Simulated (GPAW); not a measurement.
Runs of GPAW 26.7.0 on SiC (Moissanite). It takes space group P6_3mc (No. 186, hexagonal). Conventional cell: a = 3.076 Å, b = 3.076 Å, c = 5.048 Å, α = 90.00°, β = 90.00°, γ = 120.00°. Around Si (site symmetry 3m) lie 4 C at 1.87 to 1.94 Å. Around C (site symmetry 3m) lie 4 Si at 1.87 to 1.94 Å. 

| task | level | cell | k mesh | optimizer | fmax | max steps | convergence | gap on the mesh (eV) | pressure (GPa) | relaxed volume (Å³/atom) | largest force (eV/Å) |
| --- | --- | --- | --- | --- | --- | --- | --- | --- | --- | --- | --- |
| relaxation of cell and atoms | PBEsol+D4 | relaxed | 7 × 7 × 4 | BFGS | 0.02 eV/Å | 60 | density=1e-05 forces=0.0001 | 2.43 | -0.1 | (b) | 0.02 |
| relaxation of cell and atoms | PBEsol+D3(BJ) | relaxed | 7 × 7 × 4 | BFGS | 0.02 eV/Å | 60 | density=1e-05 forces=0.0001 | 2.42 | 0.0 | 10.22 | 0.01 |
| relaxation of cell and atoms | PBEsol+D3 | relaxed | 7 × 7 × 4 | BFGS | 0.02 eV/Å | 60 | density=1e-05 forces=0.0001 | 2.43 | 0.0 | 10.32 | 0.01 |
| relaxation of cell and atoms | PBEsol+D3(BJ)+ATM | relaxed | 7 × 7 × 4 | BFGS | 0.02 eV/Å | 60 | density=1e-05 forces=0.0001 | 2.42 | 0.0 | 10.25 | 0.01 |
| relaxation of cell and atoms | PBEsol | relaxed | 7 × 7 × 4 | BFGS | 0.02 eV/Å | 60 | density=1e-05 forces=0.0001 | (a) | 0.0 | 10.39 | 0.02 |

Alike in all rows: potentials or basis PAW data sets generated in the run's folder for this functional, pw; no spin polarisation; cutoff (eV) 800; smearing fermi-dirac 0.05 eV.

Estimate the missing entries.

(a) 2.45; (b) 10.29.

Caveats: later steps reuse the first step's grids; an odd mesh through Γ misses points on the zone boundary, where band edges often lie.

Runs at the PBE level aren't shown here.
